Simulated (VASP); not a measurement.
Si:

```xyz
2
Lattice="0.0000 2.7219 2.7219 2.7219 0.0000 2.7219 2.7219 2.7219 0.0000" Properties=species:S:1:pos:R:3 pbc="T T T"
Si    2.7219    2.7219    2.7219
Si    4.0828    4.0828    4.0828
```

Program: VASP 6.6.1. Alike in all runs: no spin polarisation; cell as given.

Problem. Order these runs on this cell by their band gap on the k mesh, lowest first.
A. level PBEsol0; potentials or basis VASP PAW PBE potentials, release 64 (Si); k mesh 4 × 4 × 4; cutoff (eV) 520; smearing fermi-dirac 0.05 eV; grid for exact exchange (PRECFOCK) Fast; exchange at q = 0 truncated; mesh quality coarse
B. level RPBE; potentials or basis VASP PAW PBE potentials, release 64 (Si); k mesh 8 × 8 × 8; cutoff (eV) 520; smearing gaussian 0.05 eV; mesh quality not flagged
C. level LDA; potentials or basis VASP PAW LDA potentials, release 64 (Si_GW); k mesh 8 × 8 × 8; cutoff (eV) 550; smearing gaussian 0.1 eV; mesh quality not flagged
D. level SCAN; potentials or basis VASP PAW PBE potentials, release 64 (Si); k mesh 8 × 8 × 8; cutoff (eV) 520; smearing fermi-dirac 0.05 eV; mesh quality not flagged

Solution. C (0.53 eV), B (0.68 eV), D (0.88 eV), A (1.94 eV).

Caveats: some runs use coarse meshes; the mesh misses the band edges, which the band path finds closer together (some runs).
